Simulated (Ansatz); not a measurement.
# Sn: the cost of one run

Method: DFT LDA, scalar-relativistic, in Ansatz 0.2.0.

### 1 Starting point

Symmetry: I4_1/amd, No. 141, tetragonal system. The conventional cell has a = 5.832 Å, b = 5.832 Å, c = 3.181 Å, α = 90.00°, β = 90.00°, γ = 90.00°. Sn (site symmetry -4m2) has 6 Sn at 3.02 to 3.18 Å as nearest neighbours.

Structure file:

```cif
data_structure
_symmetry_space_group_name_H-M 'I4_1/amd:1'
_symmetry_Int_Tables_number 141
_cell_length_a 5.8317
_cell_length_b 5.8317
_cell_length_c 3.1813
_cell_angle_alpha 90.000
_cell_angle_beta 90.000
_cell_angle_gamma 90.000
_cell_volume 108.19
loop_
_atom_site_label
_atom_site_type_symbol
_atom_site_symmetry_multiplicity
_atom_site_Wyckoff_symbol
_atom_site_fract_x
_atom_site_fract_y
_atom_site_fract_z
_atom_site_occupancy
Sn1 Sn 4 a 0.00000 0.00000 0.00000 1
```

The file gives the conventional cell by its symmetry; the runs use the cell typed in the input.

Atoms are numbered in the order of the input: Sn1, Sn2.

### 2 After the deformation

Space group I4_1/amd before, C2/c after.

### 3 All-electron LAPW

input.yaml

```yaml
crystal:
  lattice:
    - [-2.9383825, 2.922476, 1.59065]
    - [2.922476, -2.9383825, 1.59065]
    - [2.909224, 2.909224, -1.6198085]
  atoms:
    - { symbol: Sn, position: [0.0, 0.0, 0.0] }
    - { symbol: Sn, position: [0.75, 0.25, 0.5] }
kpoints:
  mp_grid: { grid: [15, 15, 15] }
  band_path:
    path:
      - [0.0, 0.0, 0.0]
      - [0.5, -0.5, 0.0]
      - [0.5, -0.5, 0.5]
      - [0.0, 0.0, 0.5]
      - [0.0, 0.0, 0.0]
      - [0.5, 0.0, 0.0]
      - [0.0, 0.0, 0.0]
      - [0.5, 0.0, -0.5]
    npoints: 5
scf:
  occupations: { method: fermi_dirac, width: 0.05 }
hamiltonian:
  xc: lda
  pseudopotentials: { kind: all_electron, lapw: { basis_error: 0.0005 } }
output:
  forces: true
  stress: true
  eigenvalues: true
```

Started as:

```console
> ansatz run input.yaml --threads 1 --pin off --max-ram 3072MiB --backend cpu --events-out ev --progress --plain --runs-dir out
```

**Question.** How long does this run take on 1 thread of Arm Neoverse V2, shared host, and how much memory does it need?

About 4.3 min, with a peak of 2.2 GiB.
